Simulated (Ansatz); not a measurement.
Where the default PAW files enter, the runs use the earlier of Ansatz's two default sets.

Data:

```
ZnTe
1.0
    4.32129     0.00000     0.00000
   -2.16065     3.74235     0.00000
    2.16065    -1.24745     3.52832
Zn Te
1 1
Direct
  0.50000   0.50000   0.50000
  0.25000   0.75000   0.25000
```

Space group of this cell: F-43m, zinc blende. The cell is taken as given.

Transport runs along the normal of the first two printed cell vectors, the (111) plane of the conventional cell.

The gap is the functional's own. No spin-orbit coupling. Mid-gap values are those at the computed energy nearest the middle.

**Question.** Compute, with r2SCAN (Ansatz, a program for electronic structure), the band gap and the smallest decay constant κ at mid-gap.

**Answer.** Gap 1.79 eV on a 8×8×8 mesh; κ = 0.104 1/Å, at the zone centre.
